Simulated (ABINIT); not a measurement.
CsPbBr3:

```
Pb Cs Br
1.0
     5.87000    0.00000    0.00000
     0.00000    5.87000    0.00000
     0.00000    0.00000    5.87000
Pb Cs Br
1 1 3
Direct
  0.50000 0.50000 0.50000
  0.00000 0.00000 0.00000
  0.50000 0.50000 0.00000
  0.50000 0.00000 0.50000
  0.00000 0.50000 0.50000
```

Measurements of this composition are mostly on another form, of space group No. 62.

| Item | Value |
| --- | --- |
| Program | ABINIT 10.8.3 (patched build) |
| Task | relaxation of cell and atoms |
| Functional | PBE |
| Potentials or basis | SPMS NC PBE v1.0 |
| Cutoff | 490 eV |
| k mesh | 4 × 4 × 4 |
| Occupations | fermi-dirac, width 0.05 eV |
| Spin | no spin polarisation |

At the start: pressure 1.5 GPa; volume 40.45 Å³/atom.

Q: Where does the relaxation end?

A: Over 5 steps the energy falls by 13.0 meV/atom and the volume is 43.36 Å³/atom (+7.2 %); space group Pm-3m (No. 221, to 0.05 Å).

The path:
```csv
step,energy change (eV),largest force (eV/Å),pressure (GPa),volume (Å³)
1,0.0000,0.0000,1.53,202.26
2,-0.0087,0.0000,1.41,203.21
3,-0.0644,0.0000,0.12,215.46
4,-0.0649,0.0000,0.01,216.68
5,-0.0649,0.0000,0.00,216.81
```

Final structure:
```yaml
crystal:
  lattice:
    - [6.00749, 0.00000, 0.00000]
    - [0.00000, 6.00749, 0.00000]
    - [0.00000, 0.00000, 6.00749]
  atoms:
    - { symbol: Pb, position: [0.50000, 0.50000, 0.50000] }
    - { symbol: Cs, position: [0.00000, 0.00000, 0.00000] }
    - { symbol: Br, position: [0.50000, 0.50000, 0.00000] }
    - { symbol: Br, position: [0.50000, 0.00000, 0.50000] }
    - { symbol: Br, position: [0.00000, 0.50000, 0.50000] }
```
